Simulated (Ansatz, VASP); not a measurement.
One calculation of AgCl, two programs

File INCAR:

```
PREC = Accurate
ENCUT = 520
EDIFF = 1E-7
ISMEAR = 0
SIGMA = 0.1
LREAL = False
LASPH = True
NELM = 100
ALGO = Normal
ISIF = 2
LWAVE = False
LCHARG = False
GGA = PE
NBANDS = 16
```

The input KPOINTS:

```
Automatic mesh
0
Gamma
  6 6 6
```

POSCAR

```
AgCl
1.0
   -1.9853914300      1.9853914300      2.7024536600
    1.9853914300     -1.9853914300      2.7024536600
    1.9853914300      1.9853914300     -2.7024536600
Ag Cl
1 1
Direct
    0.0559029400      0.0559029400      0.0000000000
    0.4440970600      0.4440970600      0.0000000000
```

Input for Ansatz:

```yaml
crystal:
  lattice:
    - [-1.98539143, 1.98539143, 2.70245366]
    - [1.98539143, -1.98539143, 2.70245366]
    - [1.98539143, 1.98539143, -2.70245366]
  atoms:
    - { symbol: Ag, position: [0.05590294, 0.05590294, 0.0] }
    - { symbol: Cl, position: [0.44409706, 0.44409706, 0.0] }
basis:
  ecutwfc: 420
kpoints:
  mp_grid: { grid: [6, 6, 6] }
hamiltonian:
  xc: pbe
scf:
  occupations: { method: gaussian, width: 0.1 }
  lower_state_search: "off"
output:
  forces: true
  stress: true
  eigenvalues: true
```

Alike in both runs: task single point; functional PBE; k mesh 6 × 6 × 6; occupations gaussian, width 0.1 eV; no spin polarisation.

|  | VASP | Ansatz |
| --- | --- | --- |
| version | VASP 6.6.1 | Ansatz 0.2.0 |
| potentials or method | VASP PAW PBE potentials, release 64 (Ag, Cl) | scalar-relativistic, plane waves, PAW |
| plane-wave cutoff (eV) | 520 | 420 |
| valence electrons in the cell | 18 | 26 |

|  | VASP | Ansatz | Ansatz less VASP |
| --- | --- | --- | --- |
| gap on the k mesh at the Fermi level (eV) | 1.29 | 1.29 | +0.002 |
| least direct gap on the mesh (eV) | 1.71 | 1.71 | -0.002 |
| pressure (GPa) | 13.7 | 13.9 | +0.23 |
| largest component of the traceless stress (GPa) | 23.65 | 23.90 | +0.252 |
| rms of the force components (eV/Å) | 2.594 | 2.623 | +0.0288 |

Atom by atom the forces differ by 0.029 eV/Å (rms over components). The two sets of potentials don't hold the same shells in valence.

Caveats: forces of over 1 eV/Å show positions far from the minimum, so gaps and moduli don't describe the material at rest. A k mesh can miss the band edges. PBE gaps usually lie below the measured ones, often by a third to a half.
